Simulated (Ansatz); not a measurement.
Ni$_{3}$Ge at several levels of theory

Method: DFT r2SCAN, plane waves, PAW in Ansatz 0.2.0. The atoms stay where they are, in a cell that isn't relaxed at these levels; pressure is positive in compression. “Off” is scalar-relativistic.

```
CELL_PARAMETERS angstrom
3.53033 0.00000 0.00000
0.00000 3.53033 0.00000
0.00000 0.00000 3.53033
ATOMIC_POSITIONS crystal
Ni 0.50000 0.00000 0.50000
Ni 0.00000 0.50000 0.50000
Ni 0.50000 0.50000 0.00000
Ge 0.00000 0.00000 0.00000
```

```
plane-wave cutoff : 500 eV
Γ-centred k-mesh  : 12×12×12
occupation rule   : Gaussian smearing, 0.1 eV
```

```csv
spin–orbit coupling,gap on mesh (eV),P (GPa)
off,metal,0.4
```

(1) What do the runs give for on?

Answers

(1) They give:

```tsv
spin–orbit coupling	gap on mesh (eV)	P (GPa)
on	metal	0.5
```